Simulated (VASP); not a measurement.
# BaTiO3 (Pm-3m) in VASP: notebook

The runs below take BaTiO3 through single point, with PBE.

Program: VASP 6.6.1. These are calculated values, not measurements. Logs are shortened: lines on timing, memory, paths and dates and some standing lists are left out, and cuts for length are marked.

### 1 The crystal as given

It takes space group Pm-3m (No. 221, cubic). The conventional cell has a = 4.006 Å, b = 4.006 Å, c = 4.006 Å, α = 90.00°, β = 90.00°, γ = 90.00°. Ba (site symmetry m-3m) is surrounded by 12 O at 2.83 Å. Ti (site symmetry m-3m) has 6 O at 2.00 Å as nearest neighbours. O (site symmetry 4/mmm) has 2 Ti at 2.00 Å as nearest neighbours.

### 2 Single point, PBE

INCAR reads:

```
PREC = Accurate
ENCUT = 400
EDIFF = 1E-7
ISMEAR = 0
SIGMA = 0.05
LREAL = F
LASPH = T
NELM = 100
ALGO = Normal
ISIF = 2
LWAVE = F
LCHARG = F
GGA = PE
NBANDS = 28
ADDGRID = F
```

KPOINTS reads:

```
regular mesh
0
Gamma
  3 3 3
```

POSCAR reads:

```
BaTiO3
1.0
    4.0060000000      0.0000000000      0.0000000000
    0.0000000000      4.0060000000      0.0000000000
    0.0000000000      0.0000000000      4.0060000000
Ba Ti O
1 1 3
Direct
    0.5000000000      0.5000000000      0.5000000000
    0.0000000000      0.0000000000      0.0000000000
    0.0000000000      0.0000000000      0.5000000000
    0.0000000000      0.5000000000      0.0000000000
    0.5000000000      0.0000000000      0.0000000000
```

Potentials or basis: VASP PAW PBE potentials, release 64 (Ba_sv, Ti_sv, O).

The run is started by

```console
$ cat potpaw_PBE.64/Ba_sv/POTCAR potpaw_PBE.64/Ti_sv/POTCAR potpaw_PBE.64/O/POTCAR > POTCAR
$ mpirun -np 1 vasp_std > vasp.out
```

OUTCAR:

```text
PREC = Accurate
   ENCUT = 400
   EDIFF = 1E-7
   ISMEAR = 0
   LREAL = F
   LASPH = T
   NELM = 100
   ISIF = 2
   GGA = PE

 Found      4 irreducible k-points:

 Following reciprocal coordinates:
            Coordinates               Weight
  0.000000  0.000000  0.000000      1.000000
  0.333333  0.000000  0.000000      6.000000
  0.333333  0.333333  0.000000     12.000000
  0.333333  0.333333  0.333333      8.000000
   k-points           NKPTS =      4   k-points in BZ     NKDIM =      4   number of bands    NBANDS=     28
   number of dos      NEDOS =    301   number of ions     NIONS =      5
   total plane-waves  NPLWV =  21952
   dimension x,y,z NGX =    28 NGY =   28 NGZ =   28
   dimension x,y,z NGXF=    56 NGYF=   56 NGZF=   56
   ions per type =               1   1   3
   NGX,Y,Z   is equivalent  to a cutoff of  11.62, 11.62, 11.62 a.u.
   NGXF,Y,Z  is equivalent  to a cutoff of  23.24, 23.24, 23.24 a.u.
 SYSTEM =  unknown system
   PREC   = accura    normal or accurate (medium, high low for compatibility)
   ISTART =      0    job   : 0-new  1-cont  2-samecut
   ICHARG =      2    charge: 1-file 2-atom 10-const
   ISPIN  =      1    spin polarized calculation?
   LNONCOLLINEAR =      F non collinear calculations
   LSORBIT =      F    spin-orbit coupling
   LASPH  =      T    aspherical Exc in radial PAW
   ENCUT  =  400.0 eV  29.40 Ry    5.42 a.u.   6.53  6.53  6.53*2*pi/ulx,y,z
   NELM   =    100;   NELMIN=  2; NELMDL= -5     # of ELM steps
   EDIFF  = 0.1E-06   stopping-criterion for ELM
   LREAL  =      F    real-space projection
   EDIFFG = 0.1E-05   stopping-criterion for IOM
   NSW    =      0    number of steps for IOM
   IBRION =     -1    ionic relax: 0-MD 1-quasi-New 2-CG
   NFREE  =      0    steps in history (QN), initial steepest desc. (CG)
   ISIF   =      2    stress and relaxation
   ISYM   =      2    0-nonsym 1-usesym 2-fastsym
   POTIM  = 0.5000    time-step for ionic-motion
   TEBEG  =    0.0;   TEEND  =   0.0 temperature during run
   PSTRESS=    0.0 pullay stress
   NELECT =      40.0000    total number of electrons
   NUPDOWN=      -1.0000    fix difference up-down
   EMIN   =  10.00;   EMAX   =-10.00  energy-range for DOS
   EFERMI =   0.00;   METHOD = LEGACY
   ISMEAR =     0;   SIGMA  =   0.05  broadening in eV -4-tet -1-fermi 0-gaus
   EFERMI_NEDOS =   21; number of points for ismear=-14 and -15
   IALGO  =     38    algorithm
   IMIX   =      4    mixing-type and parameters
     AMIX     =   0.40;   BMIX     =  1.00
     AMIX_MAG =   1.60;   BMIX_MAG =  1.00
  volume/ion in A,a.u.               =      12.86        86.77
  Fermi-wavevector in a.u.,A,eV,Ry     =   1.397603  2.641087 26.576187  1.953295
  Thomas-Fermi vector in A             =   2.520843
   LORBIT       =      0    0 simple, 1 ext, 2 COOP (PROOUT), +10 PAW based schemes
   GGA     = PE    functional components
   LHFCALC =     F    Hartree Fock is set to
   AEXX    =    0.0000 exact exchange contribution
   IVDW    =     0    specifies the selected vdW correction
   LEPSILON=     F    determine dielectric tensor
   LRPA    =     F    only Hartree local field effects (RPA)
 non-spin polarized calculation
 Gauss-broadening in eV      SIGMA  =   0.05
  energy-cutoff  :      400.00
  volume of cell :       64.29
 maximum number of plane-waves:      1189
 NGX is ok and might be reduce to    28
   NGX = 13   NGY = 13   NGZ = 13

 number of electron      40.0000032 magnetization

 Free energy of the ion-electron system (eV)
  ---------------------------------------------------
  ext. energy  EPLUGINS =         0.00000000
  ---------------------------------------------------
  free energy    TOTEN  =       -39.91370465 eV

  energy without entropy =      -39.91370465  energy(sigma->0) =      -39.91370465

 E-fermi :   4.0170     XC(G=0): -11.2444

 val. band max:        3.6802982754   @ k =   0.0000   0.0000   0.0000
 cond. band min:       5.4913614381   @ k =   0.0000   0.0000   0.0000
 fundamental gap:      1.8110631627
 Fermi energy:         4.0169915315

 k-point     1 :       0.0000    0.0000    0.0000
  band No.  band energies     occupation
      1     -52.9209      2.00000
      2     -29.1347      2.00000
      3     -29.1347      2.00000
      4     -29.1347      2.00000
      5     -20.9996      2.00000
      6     -13.0575      2.00000
[... 20 lines left out ...]
     27       8.8716      0.00000
     28      11.1754      0.00000

 k-point     2 :       0.3333    0.0000    0.0000
  band No.  band energies     occupation
      1     -52.9199      2.00000
      2     -29.1728      2.00000
      3     -29.1333      2.00000
      4     -29.1333      2.00000
      5     -20.9120      2.00000
      6     -13.2001      2.00000
[... 20 lines left out ...]
     27      10.6455      0.00000
     28      12.0940      0.00000

 k-point     3 :       0.3333    0.3333    0.0000
  band No.  band energies     occupation
      1     -52.9188      2.00000
      2     -29.1709      2.00000
      3     -29.1703      2.00000
      4     -29.1319      2.00000
      5     -20.8473      2.00000
      6     -12.9307      2.00000
[... 20 lines left out ...]
     27      12.2914      0.00000
     28      12.4654      0.00000

 k-point     4 :       0.3333    0.3333    0.3333
  band No.  band energies     occupation
      1     -52.9182      2.00000
      2     -29.1692      2.00000
      3     -29.1686      2.00000
      4     -29.1686      2.00000
      5     -20.7928      2.00000
      6     -12.5778      2.00000
[... 20 lines left out ...]
     27      11.6342      0.00000
     28      11.6342      0.00000

------------------------ aborting loop because EDIFF is reached ----------------------------------------

  FORCE on cell =-STRESS in cart. coord.  units (eV):
  Direction    XX          YY          ZZ          XY          YZ          ZX
  --------------------------------------------------------------------------------------
  -------------------------------------------------------------------------------------
  Total       -0.4601879     -0.4601879     -0.4601879     -0.0000000     -0.0000000      0.0000000
  in kB      -11.4686659    -11.4686659    -11.4686659     -0.0000000     -0.0000000      0.0000000
  external PRESSURE =     -11.4686659 kB  Pullay stress =       0.0000000 kB

 VOLUME and BASIS-vectors are now :
 -----------------------------------------------------------------------------
  energy-cutoff  :      400.00
  volume of cell :       64.29
      direct lattice vectors                 reciprocal lattice vectors
     4.006000000  0.000000000  0.000000000     0.249625562  0.000000000  0.000000000
     0.000000000  4.006000000  0.000000000     0.000000000  0.249625562  0.000000000
     0.000000000  0.000000000  4.006000000     0.000000000  0.000000000  0.249625562

 POSITION                                       TOTAL-FORCE (eV/Angst)
 -----------------------------------------------------------------------------------
      2.00300      2.00300      2.00300         0.000000      0.000000      0.000000
      0.00000      0.00000      0.00000         0.000000      0.000000      0.000000
      0.00000      0.00000      2.00300         0.000000      0.000000      0.000000
      0.00000      2.00300      0.00000         0.000000      0.000000      0.000000
      2.00300      0.00000      0.00000         0.000000      0.000000      0.000000
 -----------------------------------------------------------------------------------
    total drift:                               -0.000000      0.000000     -0.000000

  FREE ENERGIE OF THE ION-ELECTRON SYSTEM (eV)
  ---------------------------------------------------
  free  energy   TOTEN  =       -39.9137046550 eV

  energy  without entropy=      -39.9137046550  energy(sigma->0) =      -39.91370465
```

OSZICAR:

```text
N       E                     dE             d eps       ncg     rms          rms(c)
DAV:   1     0.367276378917E+03    0.36728E+03   -0.17660E+04   224   0.127E+03
DAV:   2    -0.201346840567E+02   -0.38741E+03   -0.37007E+03   268   0.366E+02
DAV:   3    -0.495284944655E+02   -0.29394E+02   -0.29220E+02   256   0.114E+02
DAV:   4    -0.508827182580E+02   -0.13542E+01   -0.13518E+01   328   0.213E+01
DAV:   5    -0.509110199731E+02   -0.28302E-01   -0.28288E-01   288   0.283E+00    0.226E+01
DAV:   6    -0.401159288745E+02    0.10795E+02   -0.59530E+01   316   0.643E+01    0.949E+00
DAV:   7    -0.400366154043E+02    0.79313E-01   -0.73244E+00   280   0.193E+01    0.610E+00
DAV:   8    -0.399069987348E+02    0.12962E+00   -0.77051E-01   264   0.814E+00    0.244E+00
DAV:   9    -0.399322931499E+02   -0.25294E-01   -0.17717E-01   288   0.266E+00    0.120E+00
DAV:  10    -0.399139496563E+02    0.18343E-01   -0.85360E-02   248   0.297E+00    0.202E-01
DAV:  11    -0.399136696940E+02    0.27996E-03   -0.31158E-03   280   0.425E-01    0.738E-02
DAV:  12    -0.399137053927E+02   -0.35699E-04   -0.19726E-04   268   0.101E-01    0.243E-02
DAV:  13    -0.399137055407E+02   -0.14795E-06   -0.53032E-05   276   0.755E-02    0.178E-02
DAV:  14    -0.399137062210E+02   -0.68029E-06   -0.15567E-05   268   0.451E-02    0.991E-03
DAV:  15    -0.399137046959E+02    0.15250E-05   -0.55077E-06   260   0.273E-02    0.168E-03
DAV:  16    -0.399137046550E+02    0.40928E-07   -0.19531E-07   268   0.318E-03
   1 F= -.39913705E+02 E0= -.39913705E+02  d E =-.635470E-22
```

stdout:

```text
POSCAR found type information on POSCAR BaTiO
 POSCAR found :  3 types and       5 ions
 scaLAPACK will be used
 LDA part: xc-table for (Slater+PW92), standard interpolation
 POSCAR, INCAR and KPOINTS ok, starting setup
 FFT: planning ... GRIDC
 FFT: planning ... GRID_SOFT
 FFT: planning ... GRID
 WAVECAR not read
 entering main loop
```

Wall time 5.5 s (1 thread of Intel Xeon 6975P-C (Granite Rapids), shared host); peak memory 0.15 GiB.

These settings aren't checked as converged: the numbers below hold their error.

Results:

```yaml
Free_energy: -39.9137 eV
Band_gap_on_the_k_mesh: 1.81 eV, direct
```

Caveat: the k mesh is coarse (spacing up to 0.52 Å⁻¹), so the values aren't converged; the cutoff is under 1.25 times the usual one of these potentials, so pressure, stress and relaxed cells hold a basis-set (Pulay) error; spin-orbit coupling is left out, which moves the levels of the heavy elements; an odd mesh through Γ misses points on the zone boundary, where band edges often lie.

### 3 Single point, PBE

INCAR: that of step 2 with these lines changed.

```diff
@@ -1,3 +1,3 @@
 PREC = Accurate
-ENCUT = 400
+ENCUT = 520
 EDIFF = 1E-7
```

KPOINTS is that of step 2.

POSCAR is that of step 2.

Potentials or basis: VASP PAW PBE potentials, release 64 (Ba_sv, Ti_sv, O).

The run is started by

```console
$ cat potpaw_PBE.64/Ba_sv/POTCAR potpaw_PBE.64/Ti_sv/POTCAR potpaw_PBE.64/O/POTCAR > POTCAR
$ mpirun -np 1 vasp_std > vasp.out
```

OUTCAR:

```text
PREC = Accurate
   ENCUT = 520
   EDIFF = 1E-7
   ISMEAR = 0
   LREAL = F
   LASPH = T
   NELM = 100
   ISIF = 2
   GGA = PE

 Found      4 irreducible k-points:

 Following reciprocal coordinates:
            Coordinates               Weight
  0.000000  0.000000  0.000000      1.000000
  0.333333  0.000000  0.000000      6.000000
  0.333333  0.333333  0.000000     12.000000
  0.333333  0.333333  0.333333      8.000000
   k-points           NKPTS =      4   k-points in BZ     NKDIM =      4   number of bands    NBANDS=     28
   number of dos      NEDOS =    301   number of ions     NIONS =      5
   total plane-waves  NPLWV =  27000
   dimension x,y,z NGX =    30 NGY =   30 NGZ =   30
   dimension x,y,z NGXF=    60 NGYF=   60 NGZF=   60
   ions per type =               1   1   3
   NGX,Y,Z   is equivalent  to a cutoff of  12.45, 12.45, 12.45 a.u.
   NGXF,Y,Z  is equivalent  to a cutoff of  24.90, 24.90, 24.90 a.u.
 SYSTEM =  unknown system
   PREC   = accura    normal or accurate (medium, high low for compatibility)
   ISTART =      0    job   : 0-new  1-cont  2-samecut
   ICHARG =      2    charge: 1-file 2-atom 10-const
   ISPIN  =      1    spin polarized calculation?
[... 56 lines left out ...]

 val. band max:        3.6869413921   @ k =   0.0000   0.0000   0.0000
 cond. band min:       5.4952408669   @ k =   0.0000   0.0000   0.0000
 fundamental gap:      1.8082994748
 Fermi energy:         4.0432261063

 k-point     1 :       0.0000    0.0000    0.0000
  band No.  band energies     occupation
      1     -52.9217      2.00000
      2     -29.1263      2.00000
      3     -29.1263      2.00000
      4     -29.1263      2.00000
      5     -20.9998      2.00000
      6     -13.0544      2.00000
[... 113 lines left out ...]
     27      11.6321      0.00000
     28      11.6321      0.00000

------------------------ aborting loop because EDIFF is reached ----------------------------------------

  FORCE on cell =-STRESS in cart. coord.  units (eV):
  Direction    XX          YY          ZZ          XY          YZ          ZX
  --------------------------------------------------------------------------------------
  -------------------------------------------------------------------------------------
  Total        1.4859329      1.4859329      1.4859329      0.0000000      0.0000000      0.0000000
  in kB       37.0319811     37.0319811     37.0319811      0.0000000      0.0000000      0.0000000
  external PRESSURE =      37.0319811 kB  Pullay stress =       0.0000000 kB

 VOLUME and BASIS-vectors are now :
 -----------------------------------------------------------------------------
  energy-cutoff  :      520.00
  volume of cell :       64.29
      direct lattice vectors                 reciprocal lattice vectors
     4.006000000  0.000000000  0.000000000     0.249625562  0.000000000  0.000000000
     0.000000000  4.006000000  0.000000000     0.000000000  0.249625562  0.000000000
     0.000000000  0.000000000  4.006000000     0.000000000  0.000000000  0.249625562

 POSITION                                       TOTAL-FORCE (eV/Angst)
 -----------------------------------------------------------------------------------
      2.00300      2.00300      2.00300         0.000000      0.000000      0.000000
      0.00000      0.00000      0.00000         0.000000      0.000000      0.000000
      0.00000      0.00000      2.00300         0.000000      0.000000      0.000000
      0.00000      2.00300      0.00000         0.000000      0.000000      0.000000
      2.00300      0.00000      0.00000         0.000000      0.000000      0.000000
 -----------------------------------------------------------------------------------
    total drift:                                0.000000     -0.000000      0.000000

  FREE ENERGIE OF THE ION-ELECTRON SYSTEM (eV)
  ---------------------------------------------------
  free  energy   TOTEN  =       -39.8702023173 eV

  energy  without entropy=      -39.8702023173  energy(sigma->0) =      -39.87020232
```

OSZICAR:

```text
N       E                     dE             d eps       ncg     rms          rms(c)
DAV:   1     0.433627736239E+03    0.43363E+03   -0.20069E+04   224   0.151E+03
DAV:   2    -0.672593075605E+01   -0.44035E+03   -0.42049E+03   252   0.421E+02
DAV:   3    -0.488518805580E+02   -0.42126E+02   -0.41722E+02   268   0.136E+02
DAV:   4    -0.509613416097E+02   -0.21095E+01   -0.21063E+01   352   0.272E+01
DAV:   5    -0.509862681433E+02   -0.24927E-01   -0.24922E-01   276   0.302E+00    0.228E+01
DAV:   6    -0.400145357433E+02    0.10972E+02   -0.60961E+01   324   0.655E+01    0.963E+00
DAV:   7    -0.400092812117E+02    0.52545E-02   -0.77849E+00   280   0.204E+01    0.632E+00
DAV:   8    -0.398567677555E+02    0.15251E+00   -0.58512E-01   272   0.737E+00    0.279E+00
DAV:   9    -0.398850717756E+02   -0.28304E-01   -0.23669E-01   300   0.341E+00    0.119E+00
DAV:  10    -0.398719374926E+02    0.13134E-01   -0.51307E-02   244   0.242E+00    0.443E-01
DAV:  11    -0.398701595408E+02    0.17780E-02   -0.64133E-03   320   0.630E-01    0.823E-02
DAV:  12    -0.398703646030E+02   -0.20506E-03   -0.90209E-04   296   0.263E-01    0.107E-01
DAV:  13    -0.398702006245E+02    0.16398E-03   -0.62264E-04   240   0.255E-01    0.271E-02
DAV:  14    -0.398702048271E+02   -0.42026E-05   -0.33799E-05   284   0.588E-02    0.124E-02
DAV:  15    -0.398702025953E+02    0.22318E-05   -0.85070E-06   304   0.285E-02    0.293E-03
DAV:  16    -0.398702023404E+02    0.25491E-06   -0.66854E-07   264   0.752E-03    0.831E-04
DAV:  17    -0.398702023173E+02    0.23096E-07   -0.10069E-07   140   0.300E-03
   1 F= -.39870202E+02 E0= -.39870202E+02  d E =-.278371E-24
```

stdout:

```text
POSCAR found type information on POSCAR BaTiO
 POSCAR found :  3 types and       5 ions
 scaLAPACK will be used
 LDA part: xc-table for (Slater+PW92), standard interpolation
 POSCAR, INCAR and KPOINTS ok, starting setup
 FFT: planning ... GRIDC
 FFT: planning ... GRID_SOFT
 FFT: planning ... GRID
 WAVECAR not read
 entering main loop
```

It took 7 s on 1 thread of Intel Xeon 6975P-C (Granite Rapids), shared host; peak memory 0.16 GiB.

The run converged, but some of its settings lie outside the range that counts as converged, so its numbers aren't taken as properties of the crystal.

Results:

| Quantity | Value |
| --- | --- |
| Free energy | -39.8702 eV |
| Pressure | 3.7 GPa |
| Band gap on the k mesh | 1.81 eV, direct |

Caveat: the k mesh is coarse (spacing up to 0.52 Å⁻¹), so the values aren't converged; spin-orbit coupling is left out, which moves the levels of the heavy elements; an odd mesh through Γ misses points on the zone boundary, where band edges often lie.

### 4 The reference run

An earlier run on the cell as given: functional PBEsol; potentials or basis VASP PAW PBE potentials, release 64 (Ba_sv, Ti_sv, O); cutoff 520 eV; k mesh 7 × 7 × 7; occupations fermi-dirac, width 0.05 eV; no spin polarisation.

- Pressure: -2.8 GPa
- Band gap on the k mesh: 1.76 eV, indirect (least direct gap 1.84 eV)
